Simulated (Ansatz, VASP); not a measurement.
Pt: VASP beside Ansatz

Contents of INCAR:

```
PREC = Accurate
ENCUT = 600
EDIFF = 1E-7
ISMEAR = -1
SIGMA = 0.1
LREAL = F
LASPH = T
NELM = 80
ALGO = Normal
ISIF = 3
LWAVE = F
LCHARG = F
IBRION = 2
NSW = 60
EDIFFG = -0.005
```

The input KPOINTS:

```
Automatic mesh
0
Gamma
  19 19 19
```

File POSCAR:

```
Pt
1.0
   -1.5456694941      1.5456694941      1.5456694941
    1.5456694941     -1.5456694941      1.5456694941
    1.5456694941      1.5456694941     -1.5456694941
Pt
1
Direct
    0.0000000000      0.0000000000      0.0000000000
```

Input for Ansatz:

```yaml
crystal:
  lattice:
    - [-1.5456694941, 1.5456694941, 1.5456694941]
    - [1.5456694941, -1.5456694941, 1.5456694941]
    - [1.5456694941, 1.5456694941, -1.5456694941]
  atoms:
    - { symbol: Pt, position: [0.0, 0.0, 0.0] }
kpoints:
  mp_grid: { grid: [19, 19, 19] }
scf:
  occupations: { method: fermi_dirac, width: 0.1 }
hamiltonian:
  xc: lda
  pseudopotentials: { kind: paw }
output:
  forces: true
  stress: true
relax:
  f_tol: 0.005
  max_steps: 40
  cell: {}
```

Alike in both runs: task relaxation of cell and atoms; functional LDA; k mesh 19 × 19 × 19; occupations fermi-dirac, width 0.1 eV; no spin polarisation.

```csv
,VASP,Ansatz
version,VASP 6.6.1,Ansatz 0.2.0
potentials or method,"VASP PAW LDA potentials, release 64 (Pt)","PAW with Ansatz's default frozen-core files, scalar-relativistic"
plane-wave cutoff (eV),600,420
valence electrons in the cell,10,18
```

Ansatz gave:

```
relaxed volume (Å³/atom)                                     : 14.94
relaxed cell length with the largest relative difference (Å) : 2.687
energy change over the relaxation (meV/atom)                 : -2
```

Problem. Which values does VASP return?

Solution. Relaxed volume (Å³/atom): 14.98; relaxed cell length with the largest relative difference (Å): 2.690; energy change over the relaxation (meV/atom): -3.

The two sets of potentials don't hold the same shells in valence.

The runs have no spin-orbit coupling, so splittings on Pt are missing.
